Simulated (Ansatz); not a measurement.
## BAs under changes of volume

One of the cells (13.626 Å³/atom); the others are scaled copies at fixed shape and fractional positions:

```
As B
1.0
     0.00000    2.38850    2.38850
     2.38850    0.00000    2.38850
     2.38850    2.38850    0.00000
As B
1 1
Direct
  0.75000 0.75000 0.75000
  0.00000 0.00000 0.00000
```

- Program: Ansatz 0.2.0
- Functional: HISS
- Potentials or basis: Ansatz PAW
- Cutoff: 420 eV (not typed: the program's choice for these potentials)
- k mesh: 5 × 5 × 5
- Occupations: fermi-dirac, width 0.05 eV
- Spin: no spin polarisation

| volume (Å³/atom) | energy over the lowest point (meV/atom) | pressure (GPa) | gap on the mesh (eV) |
| --- | --- | --- | --- |
| 12.809 | 14.28 | 7.9 | 2.11 |
| 13.081 | ? | ? | ? |
| 13.354 | 0.00 | 0.8 | 2.15 |
| 13.626 | 1.36 | -2.3 | 2.17 |
| 13.899 | 7.65 | -5.1 | 2.18 |
| 14.171 | 18.42 | -7.6 | 2.20 |
| 14.444 | 33.24 | -9.8 | 2.21 |

Task: What does the run at 13.081 Å³/atom give?

Result: Energy over the lowest point 4.11 meV/atom; pressure 4.1 GPa; gap on the mesh 2.13 eV.

Worked out: A Birch-Murnaghan fit of order 3 (a polynomial in V^(-2/3)) to the other rows has its minimum at 13.42 Å³/atom with B0 = V·E''(V) = 154 GPa and B' = 4.0. It gives 4.12 meV/atom at 13.081 Å³/atom, against the run's 4.11, and -dE/dV = 4.1 GPa, against 4.1. A straight line through the other rows of the gap, of slope 0.836 eV per unit of ln V, gives 2.13 eV, against the run's 2.13.

Energies are extrapolated to zero smearing.

Caveats: all runs use coarse meshes; odd divisions of the mesh miss points on the zone boundary, where band edges often lie, so the gap on the mesh can be too wide; the PAW data sets come from PBE, with cores solved anew for the run's functional, which leaves a small shift of forces and pressure; the thresholds are loose for stress.

A mesh can miss the band edges. Spin-orbit coupling on As is left out.
